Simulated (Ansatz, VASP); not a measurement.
One calculation of AlRu, two programs

```
Al Ru
1.0
     3.01141    0.00000    0.00000
     0.00000    3.01141    0.00000
     0.00000    0.00000    3.01141
Al Ru
1 1
Direct
  0.00000 0.00000 0.00000
  0.50000 0.50000 0.50000
```

Change from the starting cell: volume scaled by 1.02.

Alike in both runs: task single point; functional PBEsol; k mesh 12 × 12 × 12; occupations fermi-dirac, width 0.05 eV; no spin polarisation.

|  | VASP | Ansatz |
| --- | --- | --- |
| version | VASP 6.6.1 | Ansatz 0.2.0 |
| potentials or method | VASP PAW PBE potentials, release 64 (Al, Ru_pv), cutoff 520 eV | all-electron LAPW, scalar-relativistic |

VASP gave:

* pressure (GPa): -7.2

Problem. Estimate Ansatz's values.

Solution. Pressure (GPa): -7.3.

Ansatz ran all-electron here, so the differences hold the error of VASP's frozen core and of both bases.

Caveats: the PAW data sets were made with another functional, which shifts forces and pressure a little (VASP).
